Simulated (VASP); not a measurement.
Write the native input for VASP 6.6.1 that does the following.

```
Task                   : relaxation of shape and atoms at fixed volume
Functional             : LDA
Potentials or basis    : VASP PAW LDA potentials, release 64 (Mg)
Cutoff                 : 600 eV
k mesh                 : 15 × 15 × 7
Occupations            : methfessel-paxton, width 0.1 eV
Spin                   : no spin polarisation
Further INCAR settings : ALGO = Fast; EDIFF = 1e-07; IBRION = 2; EDIFFG = -0.01; NSW = 40; ISIF = 4
```

The structure of Mg lies in POSCAR:

```
Mg                                      
1.0
    3.2069301596      0.0000000000      0.0000000000
   -1.6034650799      2.7772829865      0.0000000000
    0.0000000000      0.0000000000      5.1066343078
  Mg            
     2
Direct
     0.3333333332999970    0.6666666667000030    0.2500000000000000
     0.6666666667000030    0.3333333332999970    0.7500000000000000
```

The cell isn't the ideal one: a relaxed cell with its volume scaled by 1.06.

One way to write it, as run:

INCAR

```
SYSTEM = Mg
  ALGO = Fast
  EDIFF = 1E-7
  EDIFFG = -0.01
  ENCUT = 600
  GGA = CA
  IBRION = 2
  ISIF = 4
  ISMEAR = 1
  LASPH = .TRUE.
  LCHARG = .FALSE.
  LREAL = .FALSE.
  LWAVE = .FALSE.
  NELM = 80
  NSW = 40
  PREC = Accurate
  SIGMA = 0.1
```

KPOINTS

```
k-points
0
G
  15 15 7
  0 0 0
```

Potentials or basis: VASP PAW LDA potentials, release 64 (Mg).

Command:

```console
$ cat potpaw_LDA.64/Mg/POTCAR > POTCAR
$ mpirun -np 1 vasp_std > vasp.out
```

It gave:

```json
{
 "Pressure after relaxing": "-2.1 GPa",
 "Band gap on the k mesh": "none (metal or under the smearing width)"
}
```

Caveat: the relaxation stopped at its first step, so nothing moved.

Wall time 30 s on 1 thread of Intel(R) Xeon(R) Platinum 8375C CPU @ 2.90GHz (Ice Lake), with other jobs on the host, peak memory 0.18 GiB.
